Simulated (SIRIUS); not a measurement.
MgO under changes of volume

One of the cells (12.040 Å³/atom); the others are scaled copies at fixed shape and fractional positions:

```
CELL_PARAMETERS angstrom
3.32969 0.00000 0.00000
-1.66485 2.88360 0.00000
0.00000 0.00000 5.01588
ATOMIC_POSITIONS crystal
Mg 0.66667 0.33333 0.50216
Mg 0.33333 0.66667 0.00216
O 0.66667 0.33333 0.90244
O 0.33333 0.66667 0.40244
```

Measurements of this composition are mostly on another form, of space group No. 225.

| Property | Result |
| --- | --- |
| Program | SIRIUS 7.12.0 |
| Functional | PBE |
| Potentials or basis | all-electron FP-LAPW |
| Cutoff | 327 eV |
| Basis | apw+lo standard |
| k mesh | 9 × 9 × 6 |
| Occupations | fermi-dirac, width 0.05 eV |
| Spin | no spin polarisation |

| volume (Å³/atom) | energy over the lowest point (meV/atom) | gap on the mesh (eV) |
| --- | --- | --- |
| 11.096 | 36.24 | 3.84 |
| 11.332 | 20.67 | 3.72 |
| 11.568 | ? | ? |
| 12.040 | 0.00 | 3.38 |
| 12.276 | 0.45 | 3.28 |
| 12.512 | 3.96 | 3.18 |

What does the run at 11.568 Å³/atom give?

Energy over the lowest point 9.70 meV/atom; gap on the mesh 3.60 eV.

Worked out: A Birch-Murnaghan fit of order 3 (a polynomial in V^(-2/3)) to the other rows has its minimum at 12.13 Å³/atom with B0 = V·E''(V) = 115 GPa and B' = 4.2 at fixed shape and positions, which overstates the stiffness. It gives 9.73 meV/atom at 11.568 Å³/atom, against the run's 9.70. A straight line through the other rows of the gap, of slope -5.51 eV per unit of ln V (its deformation potential), gives 3.61 eV, against the run's 3.60.

Energies are extrapolated to zero smearing.

Caveats: an odd mesh through Γ misses points on the zone boundary, where band edges often lie.
